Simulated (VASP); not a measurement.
Write the native input for VASP 6.6.1 that does the following.

```yaml
Task: single point
Functional: LDA
Potentials_or_basis: VASP PAW LDA potentials, release 64 (Zr_sv_GW, B_GW)
Cutoff: 550 eV
k_mesh: 10 × 10 × 8
Occupations: gaussian, width 0.05 eV
Spin: no spin polarisation
Further_INCAR_settings: ALGO = Normal; EDIFF = 1e-06
```

The structure of ZrB2 lies in POSCAR:

```
ZrB2
3.17
    1.000000000000      0.000000000000      0.000000000000
   -0.500000000000      0.866025403785      0.000000000000
    0.000000000000      0.000000000000      1.114511041009
Zr B
1 2
Direct
    0.0000000000      0.0000000000      0.0000000000
    0.6666666667      0.3333333333      0.5000000000
    0.3333333333      0.6666666667      0.5000000000
```

One way to write it, as run:

INCAR

```
SYSTEM = ZrB2
  PREC = Accurate
  ENCUT = 550
  EDIFF = 1E-6
  ISMEAR = 0
  SIGMA = 0.05
  LREAL = .False.
  LASPH = .True.
  NELM = 80
  ALGO = Normal
  ISIF = 2
  LWAVE = .False.
  LCHARG = .True.
  LELF = .True.
  LVHAR = .True.
```

KPOINTS

```
regular mesh
0
Gamma
  10 10 8
  0 0 0
```

Potentials or basis: VASP PAW LDA potentials, release 64 (Zr_sv_GW, B_GW).

Command:

```sh
$ cat potpaw_LDA.64/Zr_sv_GW/POTCAR potpaw_LDA.64/B_GW/POTCAR > POTCAR
$ mpirun -np 1 vasp_std > vasp.out
```

Results of the run:

- Pressure: -9.0 GPa
- Band gap on the k mesh: none (metal or under the smearing width)

Run time: 18 s on 1 thread of Intel(R) Xeon(R) Platinum 8488C (Sapphire Rapids), on a shared host, peak memory 0.17 GiB.
